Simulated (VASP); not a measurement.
The system is AlN.

```
Al N
1.0
     3.31212    0.00000    0.00000
    -1.65606    2.86838    0.00000
     0.00000    0.00000    4.18756
Al N
2 2
Direct
  0.33333 0.66667 0.75000
  0.66667 0.33333 0.25000
  0.33333 0.66667 0.25000
  0.66667 0.33333 0.75000
```

Measurements of this composition are mostly on another form, of space group No. 186.

```yaml
Program: VASP 6.6.1
Task: relaxation of cell and atoms
Functional: r2SCAN
Dispersion: rVV10
Potentials_or_basis: VASP PAW PBE potentials, release 64 (Al, N)
Cutoff: 600 eV
k_mesh: 9 × 9 × 6
Occupations: gaussian, width 0.02 eV
Spin: no spin polarisation
```

At the start: pressure -6.2 GPa; volume 9.95 Å³/atom.

Problem. Where does the relaxation end?

Solution. Over 6 steps the energy falls by 5.9 meV/atom and the volume is 9.66 Å³/atom (-2.9 %); space group P6_3/mmc (No. 194, to 0.05 Å).

Step by step:
| step | energy change (eV) | largest force (eV/Å) | pressure (GPa) | volume (Å³) |
| --- | --- | --- | --- | --- |
| 1 | 0.0000 | 0.0000 | -6.19 | 39.78 |
| 2 | -0.0012 | 0.0000 | 6.68 | 37.61 |
| 3 | -0.0224 | 0.0000 | 0.02 | 38.66 |
| 4 | -0.0232 | 0.0000 | 0.02 | 38.64 |
| 5 | -0.0234 | 0.0000 | 0.02 | 38.63 |
| 6 | -0.0234 | 0.0000 | 0.03 | 38.63 |

Final structure:
```xyz
4
Lattice="3.2887 0.0000 0.0000 -1.6444 2.8481 0.0000 0.0000 0.0000 4.1236" Properties=species:S:1:pos:R:3 pbc="T T T"
Al    0.0000    1.8988    3.0927
Al    1.6444    0.9494    1.0309
N     0.0000    1.8988    1.0309
N     1.6444    0.9494    3.0927
```

Caveat: the PAW data sets were made with another functional, which shifts forces and pressure a little.
